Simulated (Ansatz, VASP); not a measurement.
**CaO in VASP and in Ansatz**

File INCAR:

```
ALGO = Normal
EDIFF = 1E-6
ENCUT = 520
GGA = CA
ISIF = 2
ISMEAR = 0
LASPH = T
LCHARG = F
LREAL = F
LWAVE = F
NBANDS = 15
NELM = 60
PREC = Accurate
SIGMA = 0.05
```

KPOINTS

```
k-points
0
Gamma
  8 8 8
```

Contents of POSCAR:

```
CaO
1.0
    0.0000000000      2.4490000000      2.4857350000
    2.4490000000      0.0000000000      2.4857350000
    2.4490000000      2.4490000000      0.0000000000
Ca O
1 1
Direct
    0.0000000000      0.0000000000      0.0000000000
    0.5000000000      0.5000000000      0.5000000000
```

Input for Ansatz:

```yaml
crystal:
  lattice:
    - [0.0, 2.449, 2.485735]
    - [2.449, 0.0, 2.485735]
    - [2.449, 2.449, 0.0]
  atoms:
    - { symbol: Ca, position: [0.0, 0.0, 0.0] }
    - { symbol: O, position: [0.5, 0.5, 0.5] }
basis:
  ecutwfc: 420
kpoints:
  mp_grid: { grid: [8, 8, 8] }
hamiltonian:
  xc: lda
scf:
  occupations: { method: gaussian, width: 0.05 }
output:
  forces: true
  stress: true
  eigenvalues: true
```

Change from the starting cell: strain +0.000 along x and y, +0.015 along z, atoms carried along.

Alike in both runs: task single point; functional LDA; k mesh 8 × 8 × 8; occupations gaussian, width 0.05 eV; no spin polarisation.

|  | VASP | Ansatz |
| --- | --- | --- |
| version | VASP 6.6.1 | Ansatz 0.2.0 |
| potentials or method | VASP PAW LDA potentials, release 64 (Ca_sv, O) | scalar-relativistic, plane waves, PAW |
| plane-wave cutoff (eV) | 520 | 420 |
| valence electrons in the cell | 16 | 16 |

```csv
,VASP,Ansatz,Ansatz less VASP
gap on the k mesh at the Fermi level (eV),3.46,3.48,+0.024
least direct gap on the mesh (eV),3.86,3.88,+0.025
pressure (GPa),-12.2,-12.8,-0.57
largest component of the traceless stress (GPa),0.84,0.78,-0.059
```

A k mesh can miss the band edges.
